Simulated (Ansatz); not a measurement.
Here is an Ansatz 0.2.0 calculation.

The input input.yaml:

```yaml
crystal:
  lattice:
    - [4.01, 0.0, 0.0]
    - [-2.005, 3.4727618692, 0.0]
    - [0.0, 0.0, 5.201]
  atoms:
    - { symbol: Pt, position: [0.0, 0.0, 0.0] }
    - { symbol: Te, position: [0.6666666667, 0.3333333333, 0.75] }
    - { symbol: Te, position: [0.3333333333, 0.6666666667, 0.25] }
hamiltonian:
  xc: pbe
  pseudopotentials: { kind: paw }
kpoints:
  mp_grid: { grid: [8, 8, 5] }
scf:
  occupations: { method: gaussian, width: 0.016 }
output:
  forces: true
  stress: true
  eigenvalues: true
```

Potentials or basis: Ansatz PAW.

The run is started by

```console
$ ansatz run input.yaml --threads 2 --pin off --max-ram 5632MiB --backend cpu --events-out ev --progress --plain --runs-dir out
```

Problem. Predict the pressure.

Solution. 8.7 GPa.

Problem. Estimate the band gap on the k mesh.

Solution. None (metal or under the smearing width).

Problem. What does it give for the largest force?

Solution. 0.974 eV/Å.

Forces on the atoms (eV/Å):
```
Pt   0.000  0.000  0.000
Te   0.000  0.000 -0.974
Te   0.000  0.000  0.974
```

Spin-orbit coupling is left out, which matters for the levels of Pt, Te.
